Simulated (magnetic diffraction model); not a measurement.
# Solving a magnetic structure from powder neutron data: TbMg16Rh12

Space group I-43m (no. 217), a = 10.1870 Å.

| site | atom | x | y | z |
| --- | --- | --- | --- | --- |
| 2a | Tb | 0 | 0 | 0 |
| 24g | Rh | 0.2754 | 0.0939 | 0.9061 |
| 24g | Mg | 0.5426 | 0.1433 | 0.8567 |
| 8c | Mg | 0.3218 | 0.6782 | 0.3218 |

The compound is invented for this exercise: a known structure type with other elements, its cell scaled to their sizes and not relaxed.

Only Tb is taken to order (form factors of Tb3+); orders and moment sizes are assumed, and not adapted to the symmetry. Radiation: neutrons of λ = 2.567 Å, 3° to 80°; isotropic B of 0.2 Å² (Tb), 0.25 Å² (Rh) and 0.39 Å² (Mg). Simulated constant-wavelength pattern: nuclear and magnetic terms add, the magnetic one as |2.695 fm × Σ f S⊥ exp(2πi Q·r) exp(−B s²)|², summed over all Q at one angle with the factor 1/(sin²θ cos θ). For collinear order S is the moment m, which repeats by lattice and centring translations R with the sign exp(−2πi k·R). Free-ion form factors, Sears's scattering lengths of 1992, no absorption; a label names one of the reflections at its angle. The strongest nuclear line in the range is 100, and lines under 0.2 are left out.

Above the ordering temperature:

| 2θ (°) | index | I |
| --- | --- | --- |
| 20.53 | (1 1 0) | 0.8 |
| 35.95 | (2 1 1) | 1.2 |
| 41.75 | (2 2 0) | 0.4 |
| 56.25 | (3 2 1) | 2.0 |
| 60.53 | (4 0 0) | 5.6 |
| 64.63 | (4 1 1) | 100.0 |
| 68.59 | (4 2 0) | 1.9 |
| 72.45 | (3 3 2) | 34.2 |
| 76.23 | (4 2 2) | 13.6 |
| 79.95 | (5 1 0) | 17.7 |

Below it (cell unchanged):

```tsv
2θ (°)	I
10.22	5.3
17.75	8.0
20.53	0.8
22.98	5.3
27.27	4.5
31.00	2.6
34.37	2.5
35.95	1.2
37.47	4.4
40.37	2.9
41.75	0.4
43.10	2.4
45.70	2.1
48.19	1.5
50.59	1.4
52.91	2.8
55.15	2.8
56.25	2.0
57.34	0.4
59.48	2.6
60.53	5.6
61.57	1.9
63.62	0.7
64.63	100.0
65.63	2.1
67.61	0.5
68.59	1.9
69.56	0.7
71.49	1.9
72.45	34.2
73.40	2.0
75.29	1.2
76.23	13.6
77.17	1.3
79.02	0.7
79.95	17.7
```

**Question.** Check that the new lines index with k = (0 1/2 1/2), then choose among these models:
A. collinear moments along [100], 8.2 μB on Tb
B. collinear moments along [111], 8.2 μB on Tb
C. collinear moments along [101], 8.2 μB on Tb

The new lines index as (0 1/2 1/2) at 10.22°, (1 1/2 -1/2) at 17.75°, (0 3/2 -1/2) at 22.98° and (1 3/2 1/2) at 27.27°, that is as H ± k with k = (0 1/2 1/2), one of 6 inequivalent arms of its star (k and −k counted as one), which a powder can't tell apart. Half indices mean that the moments reverse under translations with k·R a half-integer, and the magnetic cell has twice the primitive volume.

Magnetic intensity, observed (below minus above) and for each model:

| 2θ (°) | index | observed | A | B | C |
| --- | --- | --- | --- | --- | --- |
| 10.22 | (0 1/2 1/2) | 5.3 | 15.8 | 5.3 | 11.8 |
| 17.75 | (1 1/2 -1/2) | 8.0 | 3.4 | 8.0 | 6.0 |
| 22.98 | (0 3/2 -1/2) | 5.3 | 6.1 | 5.3 | 4.6 |
| 27.27 | (1 3/2 1/2) | 4.5 | 6.1 | 4.5 | 5.8 |
| 31.00 | (2 1/2 1/2) | 2.6 | 2.0 | 2.6 | 3.0 |
| 45.70 | (1 5/2 3/2) | 2.1 | 2.6 | 2.1 | 2.8 |
| 50.59 | (3 3/2 1/2) | 1.4 | 0.5 | 1.4 | 1.3 |
| 67.61 | (1 7/2 5/2) | 0.5 | 1.1 | 0.5 | 0.9 |

Model B matches.

The structure used: k = (0 1/2 1/2), collinear moments along [111], 8.2 μB on Tb.

[Logs are printed without paths, hosts, clocks, repeated set-up lines and the standing remarks that a program may print on its own settings, such as how far it seeks lower states.]
